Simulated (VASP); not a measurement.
# B (R-3m) in VASP: further runs

The runs below take B through relaxation of cell and atoms, with r2SCAN.

Program: VASP 6.6.1. These are calculated values, not measurements. Logs are shortened: lines on timing, memory, paths and dates and some standing lists are left out, and cuts for length are marked.

## Step 1: The structure

Symmetry: R-3m, No. 166, trigonal system. The conventional cell has a = 4.918 Å, b = 4.918 Å, c = 12.581 Å, α = 90.00°, β = 90.00°, γ = 120.00°. B (site symmetry m) has 6 B at 1.67 to 1.81 Å as nearest neighbours. B (site symmetry m) is surrounded by 7 B at 1.79 to 2.01 Å.

## Step 2: Relaxation of cell and atoms, r2SCAN

File INCAR:

```
SYSTEM = B
ALGO = Normal ; EDIFF = 1E-6
EDIFFG = -0.01 ; ENCUT = 600
IBRION = 2 ; ISIF = 3
ISMEAR = 0 ; KPAR = 4
LASPH = .TRUE. ; LCHARG = .FALSE.
LMIXTAU = .TRUE. ; LREAL = .FALSE.
LWAVE = .FALSE. ; METAGGA = R2SCAN
NELM = 80 ; NSW = 90
PREC = Accurate ; SIGMA = 0.03
```

File KPOINTS:

```
k-points
0
G
  9 9 8
  0 0 0
```

File POSCAR:

```
B
1.0
    2.4589500000      1.4196754444      4.1935000000
   -2.4589500000      1.4196754444      4.1935000000
    0.0000000000     -2.8393508888      4.1935000000
B
12
Direct
    0.0101900000      0.6536100000      0.0101900000
    0.0101900000      0.0101900000      0.6536100000
    0.6536100000      0.0101900000      0.0101900000
    0.9898100000      0.3463900000      0.9898100000
    0.3463900000      0.9898100000      0.9898100000
    0.9898100000      0.9898100000      0.3463900000
    0.2211800000      0.6306000000      0.2211800000
    0.2211800000      0.2211800000      0.6306000000
    0.6306000000      0.2211800000      0.2211800000
    0.7788200000      0.3694000000      0.7788200000
    0.3694000000      0.7788200000      0.7788200000
    0.7788200000      0.7788200000      0.3694000000
```

Potentials or basis: VASP PAW PBE potentials, release 64 (B).

Command:

```
cat potpaw_PBE.64/B/POTCAR > POTCAR
mpirun -np 4 vasp_std > vasp.out
```

OUTCAR:

```text
SYSTEM = B
   EDIFF = 1E-6
   EDIFFG = -0.01
   ENCUT = 600
   IBRION = 2
   ISIF = 3
   ISMEAR = 0
   LASPH = .TRUE.
   LREAL = .FALSE.
   METAGGA = R2SCAN
   NELM = 80
   NSW = 90
   PREC = Accurate

 ion  position               nearest neighbor table
   1  0.010  0.654  0.010-   4 1.67   2 1.75   3 1.75   7 1.80  11 1.81  12 1.81
   2  0.010  0.010  0.654-   6 1.67   3 1.75   1 1.75   8 1.80  10 1.81  11 1.81
   3  0.654  0.010  0.010-   5 1.67   2 1.75   1 1.75   9 1.80  10 1.81  12 1.81
   4  0.990  0.346  0.990-   1 1.67   6 1.75   5 1.75  10 1.80   9 1.81   8 1.81
   5  0.346  0.990  0.990-   3 1.67   6 1.75   4 1.75  11 1.80   7 1.81   8 1.81
   6  0.990  0.990  0.346-   2 1.67   4 1.75   5 1.75  12 1.80   9 1.81   7 1.81
   7  0.221  0.631  0.221-  11 1.79  12 1.79   1 1.80   5 1.81   6 1.81   8 2.01   9 2.01
   8  0.221  0.221  0.631-  10 1.79  11 1.79   2 1.80   4 1.81   5 1.81   7 2.01   9 2.01
   9  0.631  0.221  0.221-  10 1.79  12 1.79   3 1.80   4 1.81   6 1.81   8 2.01   7 2.01
  10  0.779  0.369  0.779-   9 1.79   8 1.79   4 1.80   3 1.81   2 1.81  12 2.01  11 2.01
  11  0.369  0.779  0.779-   7 1.79   8 1.79   5 1.80   1 1.81   2 1.81  12 2.01  10 2.01
  12  0.779  0.779  0.369-   7 1.79   9 1.79   6 1.80   3 1.81   1 1.81  10 2.01  11 2.01

  LATTYP: Found a trigonal (rhomboedric) cell.
 ALAT       =     5.0643218421
 COS(alpha) =     0.5284944640

  Lattice vectors:

 A1 = (   2.4589500000,   1.4196754444,   4.1935000000)
 A2 = (  -2.4589500000,   1.4196754444,   4.1935000000)
 A3 = (   0.0000000000,  -2.8393508888,   4.1935000000)

Analysis of symmetry for initial positions (statically):
=====================================================================
 Subroutine PRICEL returns:
 Original cell was already a primitive cell.

 Routine SETGRP: Setting up the symmetry group for a
 trigonal (rhombohedral) supercell.

 Subroutine GETGRP returns: Found 12 space group operations
 (whereof 12 operations were pure point group operations)
 out of a pool of 12 trial point group operations.

The static configuration has the point symmetry D_3d.

Analysis of symmetry for dynamics (positions and initial velocities):
=====================================================================
 Subroutine PRICEL returns:
 Original cell was already a primitive cell.

 Routine SETGRP: Setting up the symmetry group for a
 trigonal (rhombohedral) supercell.

 Subroutine GETGRP returns: Found 12 space group operations
 (whereof 12 operations were pure point group operations)
 out of a pool of 12 trial point group operations.

[... 148 lines left out ...]
   ISIF   =      3    stress and relaxation
   ISYM   =      2    0-nonsym 1-usesym 2-fastsym
   POTIM  = 0.5000    time-step for ionic-motion
   TEBEG  =    0.0;   TEEND  =   0.0 temperature during run
   PSTRESS=    0.0 pullay stress
   NELECT =      36.0000    total number of electrons
   NUPDOWN=      -1.0000    fix difference up-down
   EMIN   =  10.00;   EMAX   =-10.00  energy-range for DOS
   EFERMI =   0.00;   METHOD = LEGACY
   ISMEAR =     0;   SIGMA  =   0.03  broadening in eV -4-tet -1-fermi 0-gaus
   EFERMI_NEDOS =   21; number of points for ismear=-14 and -15
   IALGO  =     38    algorithm
   IMIX   =      4    mixing-type and parameters
     AMIX     =   0.40;   BMIX     =  1.00
     AMIX_MAG =   1.60;   BMIX_MAG =  1.00
  volume/ion in A,a.u.               =       7.32        49.39
  Fermi-wavevector in a.u.,A,eV,Ry     =   1.216056  2.298012 20.120177  1.478791
  Thomas-Fermi vector in A             =   2.351422
   LORBIT       =      0    0 simple, 1 ext, 2 COOP (PROOUT), +10 PAW based schemes
   METAGGA = R2SCAN    functional components
   LHFCALC =     F    Hartree Fock is set to
   AEXX    =    0.0000 exact exchange contribution
   IVDW    =     0    specifies the selected vdW correction
   LEPSILON=     F    determine dielectric tensor
   LRPA    =     F    only Hartree local field effects (RPA)
 conjugate gradient relaxation of ions
 non-spin polarized calculation
 Gauss-broadening in eV      SIGMA  =   0.03
  energy-cutoff  :      600.00
  volume of cell :       87.83
 maximum number of plane-waves:      2952
   NGX = 21   NGY = 21   NGZ = 21

--------------------------------------- Ionic step        1  -------------------------------------------

 number of electron      36.0000000 magnetization

 Free energy of the ion-electron system (eV)
  ---------------------------------------------------
  ext. energy  EPLUGINS =         0.00000000
  ---------------------------------------------------
  free energy    TOTEN  =       -88.12706078 eV

  energy without entropy =      -88.12706078  energy(sigma->0) =      -88.12706078

------------------------ aborting loop because EDIFF is reached ----------------------------------------

  FORCE on cell =-STRESS in cart. coord.  units (eV):
  Direction    XX          YY          ZZ          XY          YZ          ZX
  --------------------------------------------------------------------------------------
  -------------------------------------------------------------------------------------
  Total       -1.8826252     -1.8826252     -1.9498557      0.0000000     -0.0000000      0.0000000
  in kB      -34.3405931    -34.3405931    -35.5669300      0.0000000     -0.0000000      0.0000000
  external PRESSURE =     -34.7493720 kB  Pullay stress =       0.0000000 kB
[... 217 lines left out ...]
--------------------------------------- Ionic step        6  -------------------------------------------

 number of electron      36.0000000 magnetization

 Free energy of the ion-electron system (eV)
  ---------------------------------------------------
  ext. energy  EPLUGINS =         0.00000000
  ---------------------------------------------------
  free energy    TOTEN  =       -88.14385904 eV

  energy without entropy =      -88.14385904  energy(sigma->0) =      -88.14385904

 E-fermi :   5.9799     XC(G=0): -12.3045

 val. band max:        5.7757391290   @ k =   0.4444   0.4444   0.5000
 cond. band min:       7.5061493078   @ k =  -0.3333  -0.3333   0.2500
 fundamental gap:      1.7304101788
 Fermi energy:         5.9798861043

 k-point     1 :       0.0000    0.0000    0.0000
  band No.  band energies     occupation
      1     -11.2587      2.00000
      2      -5.2235      2.00000
      3      -4.9632      2.00000
      4      -4.9632      2.00000
      5      -3.6810      2.00000
      6      -3.0623      2.00000
[... 661 lines left out ...]
     24      11.8704      0.00000
     25      12.1444      0.00000

 [... further k-points ...]
[... 5 lines left out ...]
  --------------------------------------------------------------------------------------
  -------------------------------------------------------------------------------------
  Total        0.0018180      0.0018180      0.0160433      0.0000000      0.0000000      0.0000000
  in kB        0.0335858      0.0335858      0.2963806      0.0000000      0.0000000      0.0000000
  external PRESSURE =       0.1211841 kB  Pullay stress =       0.0000000 kB
[... 27 lines left out ...]
  FREE ENERGIE OF THE ION-ELECTRON SYSTEM (eV)
  ---------------------------------------------------
  free  energy   TOTEN  =       -88.1438590409 eV

  energy  without entropy=      -88.1438590409  energy(sigma->0) =      -88.14385904

 reached required accuracy - stopping structural energy minimisation
```

CONTCAR:

```text
B
   1.00000000000000
     2.4497523266282610    1.4143651652031755    4.1717580156844516
    -2.4497523266282610    1.4143651652031755    4.1717580156844516
    -0.0000000000000000   -2.8287303304063509    4.1717580156844516
  B
    12
Direct
     0.0098666228729774    0.6543667565717900    0.0098666228729772
     0.0098666228729772    0.0098666228729772    0.6543667565717901
     0.6543667565717900    0.0098666228729774    0.0098666228729772
     0.9901333771270225    0.3456332434282099    0.9901333771270227
     0.3456332434282099    0.9901333771270225    0.9901333771270227
     0.9901333771270227    0.9901333771270227    0.3456332434282098
     0.2206016973736602    0.6315832204910807    0.2206016973736599
     0.2206016973736599    0.2206016973736599    0.6315832204910811
     0.6315832204910807    0.2206016973736602    0.2206016973736599
     0.7793983026263398    0.3684167795089193    0.7793983026263400
     0.3684167795089193    0.7793983026263398    0.7793983026263400
     0.7793983026263400    0.7793983026263400    0.3684167795089190

  0.00000000E+00  0.00000000E+00  0.00000000E+00
  0.00000000E+00  0.00000000E+00  0.00000000E+00
  0.00000000E+00  0.00000000E+00  0.00000000E+00
  0.00000000E+00  0.00000000E+00  0.00000000E+00
  0.00000000E+00  0.00000000E+00  0.00000000E+00
  0.00000000E+00  0.00000000E+00  0.00000000E+00
  0.00000000E+00  0.00000000E+00  0.00000000E+00
  0.00000000E+00  0.00000000E+00  0.00000000E+00
  0.00000000E+00  0.00000000E+00  0.00000000E+00
  0.00000000E+00  0.00000000E+00  0.00000000E+00
  0.00000000E+00  0.00000000E+00  0.00000000E+00
  0.00000000E+00  0.00000000E+00  0.00000000E+00
```

Wall time 20 min (4 MPI ranks of Intel Xeon 6975P-C (Granite Rapids), shared host); peak memory 0.49 GiB.

Results:

```
Free energy                            : -88.1439 eV
Relaxed volume                         : 7.23 Å³/atom
Relaxed cell                           : a = 5.040 Å, b = 5.040 Å, c = 5.040 Å, α = 58.16°, β = 58.16°, γ = 58.16°
Space group after relaxing (to 0.05 Å) : R-3m (No. 166)
Energy gained by relaxing              : 1.4 meV/atom
Ionic steps                            : 6
Pressure after relaxing                : 0.0 GPa
Largest force after relaxing           : 0.006 eV/Å
Band gap on the k mesh                 : 1.73 eV, indirect (least direct gap 2.03 eV)
```

Forces in eV/Å, atoms in the order of the input:
```
B    0.004 -0.002  0.001
B    0.000  0.004  0.001
B   -0.004 -0.002  0.001
B   -0.004  0.002 -0.001
B    0.004  0.002 -0.001
B    0.000 -0.004 -0.001
B   -0.005  0.003  0.002
B    0.000 -0.006  0.002
B    0.005  0.003  0.002
B    0.005 -0.003 -0.002
B   -0.005 -0.003 -0.002
B    0.000  0.006 -0.002
```

The path:
| step | energy change (eV) | largest force (eV/Å) | pressure (GPa) | volume (Å³) |
| --- | --- | --- | --- | --- |
| 1 | 0.0000 | 0.2310 | -3.47 | 87.83 |
| 2 | 0.0039 | 0.3363 | 3.38 | 85.83 |
| 3 | -0.0161 | 0.0720 | -0.31 | 86.88 |
| 4 | -0.0163 | 0.0877 | 0.23 | 86.65 |
| 5 | -0.0167 | 0.0179 | -0.02 | 86.75 |
| 6 | -0.0168 | 0.0059 | 0.01 | 86.73 |

Final structure:
```cif
data_structure
_symmetry_space_group_name_H-M 'P 1'
_symmetry_Int_Tables_number 1
_cell_length_a 5.0404
_cell_length_b 5.0404
_cell_length_c 5.0404
_cell_angle_alpha 58.160
_cell_angle_beta 58.160
_cell_angle_gamma 58.160
_cell_volume 86.73
loop_
_atom_site_label
_atom_site_type_symbol
_atom_site_fract_x
_atom_site_fract_y
_atom_site_fract_z
_atom_site_occupancy
B1 B 0.00987 0.65437 0.00987 1
B2 B 0.00987 0.00987 0.65437 1
B3 B 0.65437 0.00987 0.00987 1
B4 B 0.99013 0.34563 0.99013 1
B5 B 0.34563 0.99013 0.99013 1
B6 B 0.99013 0.99013 0.34563 1
B7 B 0.22060 0.63158 0.22060 1
B8 B 0.22060 0.22060 0.63158 1
B9 B 0.63158 0.22060 0.22060 1
B10 B 0.77940 0.36842 0.77940 1
B11 B 0.36842 0.77940 0.77940 1
B12 B 0.77940 0.77940 0.36842 1
```

Levels at points of the mesh, in eV from the valence-band top:
| k point | band 15 | band 16 | band 17 | band 18 | band 19 | band 20 | band 21 | band 22 |
| --- | --- | --- | --- | --- | --- | --- | --- | --- |
| (0.00, 0.00, 0.00) | -1.26 | -0.79 | -0.79 | -0.25 | 1.79 | 5.03 | 5.03 | 5.24 |
| (0.00, 0.00, 0.50) | -2.61 | -1.95 | -1.64 | -0.54 | 2.29 | 3.59 | 4.11 | 5.30 |

Caveat: the PAW data sets were made with another functional, which shifts forces and pressure a little; an odd mesh through Γ misses points on the zone boundary, where band edges often lie.

## Step 3: Relaxation of cell and atoms, r2SCAN

This run uses another cell than the first one, of 7.23 Å³/atom, 0.987 times its volume.

Changes to INCAR since step 2:

```diff
@@ -1,4 +1,4 @@
 SYSTEM = B
-ALGO = Normal ; EDIFF = 1E-6
-EDIFFG = -0.01 ; ENCUT = 600
+ALGO = Normal ; EDIFF = 1E-7
+EDIFFG = -0.005 ; ENCUT = 600
 IBRION = 2 ; ISIF = 3
```

KPOINTS is that of step 2.

File POSCAR:

```
B                                       
1.0
    2.4497523266      1.4143651652      4.1717580157
   -2.4497523266      1.4143651652      4.1717580157
   -0.0000000000     -2.8287303304      4.1717580157
  B             
    12
Direct
     0.0098666228729774    0.6543667565717900    0.0098666228729772
     0.0098666228729772    0.0098666228729772    0.6543667565717901
     0.6543667565717900    0.0098666228729774    0.0098666228729772
     0.9901333771270225    0.3456332434282099    0.9901333771270227
     0.3456332434282099    0.9901333771270225    0.9901333771270227
     0.9901333771270227    0.9901333771270227    0.3456332434282098
     0.2206016973736602    0.6315832204910807    0.2206016973736599
     0.2206016973736599    0.2206016973736599    0.6315832204910811
     0.6315832204910807    0.2206016973736602    0.2206016973736599
     0.7793983026263398    0.3684167795089193    0.7793983026263400
     0.3684167795089193    0.7793983026263398    0.7793983026263400
     0.7793983026263400    0.7793983026263400    0.3684167795089190
```

Potentials or basis: VASP PAW PBE potentials, release 64 (B).

Command:

```
cat potpaw_PBE.64/B/POTCAR > POTCAR
mpirun -np 4 vasp_std > vasp.out
```

It took 9.2 min on 4 MPI ranks of Intel Xeon 6975P-C (Granite Rapids), shared host; peak memory 0.47 GiB.

The run converged. Its results:

```
Free energy                  : -88.1426 eV
Energy gained by relaxing    : 0.0 meV/atom
Ionic steps                  : 2
Pressure after relaxing      : 0.0 GPa
Largest force after relaxing : 0.005 eV/Å
Band gap on the k mesh       : 1.73 eV, indirect (least direct gap 2.04 eV)
```

Forces on the atoms (eV/Å):
```
B   -0.004  0.002  0.001
B    0.000 -0.005  0.001
B    0.004  0.002  0.001
B    0.004 -0.002 -0.001
B   -0.004 -0.002 -0.001
B    0.000  0.005 -0.001
B    0.003 -0.002  0.001
B    0.000  0.003  0.001
B   -0.003 -0.002  0.001
B   -0.003  0.002 -0.001
B    0.003  0.002 -0.001
B    0.000 -0.003 -0.001
```

Final structure:
```cif
data_structure
_symmetry_space_group_name_H-M 'P 1'
_symmetry_Int_Tables_number 1
_cell_length_a 5.0406
_cell_length_b 5.0406
_cell_length_c 5.0406
_cell_angle_alpha 58.157
_cell_angle_beta 58.157
_cell_angle_gamma 58.157
_cell_volume 86.73
loop_
_atom_site_label
_atom_site_type_symbol
_atom_site_fract_x
_atom_site_fract_y
_atom_site_fract_z
_atom_site_occupancy
B1 B 0.00990 0.65432 0.00990 1
B2 B 0.00990 0.00990 0.65432 1
B3 B 0.65432 0.00990 0.00990 1
B4 B 0.99010 0.34568 0.99010 1
B5 B 0.34568 0.99010 0.99010 1
B6 B 0.99010 0.99010 0.34568 1
B7 B 0.22057 0.63166 0.22057 1
B8 B 0.22057 0.22057 0.63166 1
B9 B 0.63166 0.22057 0.22057 1
B10 B 0.77943 0.36834 0.77943 1
B11 B 0.36834 0.77943 0.77943 1
B12 B 0.77943 0.77943 0.36834 1
```

Levels at points of the mesh, in eV from the valence-band top:
```
           k point  band 15  band 16  band 17  band 18  band 19  band 20  band 21  band 22
(0.00, 0.00, 0.00)    -1.26    -0.79    -0.79    -0.25     1.80     5.04     5.04     5.24
(0.00, 0.00, 0.50)    -2.60    -1.94    -1.64    -0.54     2.29     3.59     4.11     5.30
```

Caveat: the PAW data sets were made with another functional, which shifts forces and pressure a little; an odd mesh through Γ misses points on the zone boundary, where band edges often lie. r2SCAN opens gaps a little over a GGA but as a rule still falls short of measured ones.
